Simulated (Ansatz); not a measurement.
**SiO2: convergence and cost**

An exercise on one series of results from a longer session: the logs are not shown, and one member is left open.

Method: DFT PBE, scalar-relativistic, plane waves, PAW for the base; runs at other levels say so in their headings and inputs, unless a step's input says otherwise, in Ansatz 0.2.0.

1 further run of the same task is left out (set aside as unsound or not needed).

## The system as given

Symmetry: I-42d, No. 122, tetragonal system. Conventional cell: a = 4.748 Å, b = 4.748 Å, c = 7.488 Å, α = 90.00°, β = 90.00°, γ = 90.00°. Si (site symmetry -4) has 4 O at 1.62 Å in its first shell of neighbours. O (site symmetry 2) has 2 Si at 1.62 Å in its first shell of neighbours.

Structure file:

```xyz
6
Lattice="-2.3740 2.3740 3.7440 2.3740 -2.3740 3.7440 2.3740 2.3740 -3.7440" Properties=species:S:1:pos:R:3 pbc="T T T"
Si    0.0000    0.0000    0.0000
Si    0.0000    2.3740    1.8720
O     1.1870    2.9599    2.8080
O     0.5858    1.1870    0.9360
O    -1.1870    1.7882    2.8080
O    -0.5858    3.5611    0.9360
```

Source of the structure: the Crystallography Open Database. It is taken as it stands there.

## The base input

Contents of input.yaml:

```yaml
crystal:
  lattice:
    - [-2.37405, 2.37405, 3.744]
    - [2.37405, -2.37405, 3.744]
    - [2.37405, 2.37405, -3.744]
  atoms:
    - { symbol: Si, position: [0.0, 0.0, 0.0] }
    - { symbol: Si, position: [0.75, 0.25, 0.5] }
    - { symbol: O, position: [0.99838, 0.625, 0.87338] }
    - { symbol: O, position: [0.375, 0.24838, 0.37338] }
    - { symbol: O, position: [0.75162, 0.125, 0.12662] }
    - { symbol: O, position: [0.875, 0.00162, 0.62662] }
basis:
  ecutwfc: 420
kpoints:
  mp_grid: { grid: [8, 8, 8] }
hamiltonian:
  xc: pbe
scf:
  occupations: { method: gaussian, width: 0.02 }
output:
  forces: true
  stress: true
  eigenvalues: true
  populations: true
  write_density: true
  write_potential: true
  elf: true
  volumetric_format: npy
```

It was run beforehand and gave: -591.3541 eV/atom at zero smearing, pressure 3.52 GPa, largest force 0.131 eV/Å, gap on the mesh 6.04 eV, in 6 SCF cycles and 13 s.

Set-up of the first run:

Contents of input.yaml:

```yaml
crystal:
  lattice:
    - [-2.37405, 2.37405, 3.744]
    - [2.37405, -2.37405, 3.744]
    - [2.37405, 2.37405, -3.744]
  atoms:
    - { symbol: Si, position: [0.0, 0.0, 0.0] }
    - { symbol: Si, position: [0.75, 0.25, 0.5] }
    - { symbol: O, position: [0.99838, 0.625, 0.87338] }
    - { symbol: O, position: [0.375, 0.24838, 0.37338] }
    - { symbol: O, position: [0.75162, 0.125, 0.12662] }
    - { symbol: O, position: [0.875, 0.00162, 0.62662] }
basis:
  ecutwfc: 420
kpoints:
  mp_grid: { grid: [8, 8, 8] }
hamiltonian:
  xc: lda
scf:
  occupations: { method: gaussian, width: 0.02 }
output:
  forces: true
  stress: true
  eigenvalues: true
```

The run is started by

```sh
$ ansatz run input.yaml --threads 1 --pin off --max-ram 2560MiB --backend cpu --events-out ev --progress --plain --runs-dir out
```

Among the steps run: Functional: LDA; Functional: PBEsol; Functional set to r2SCAN.

One table of the session follows, with a row left open; its other results are not shown here.

It belongs to the step «The sweep of the functional side by side». 

```
functional  gap on the mesh (eV)  largest force (eV/Å)
       PBE                  6.04                 0.131
       LDA                     ?                     ?
    PBEsol                  5.97                 0.006
    r2SCAN                  6.70                 0.193
```

Estimate the missing values for LDA.

The run gave: gap on the mesh (eV): 5.82; largest force (eV/Å): 0.288. In the column «gap on the mesh (eV)» it is the lowest.
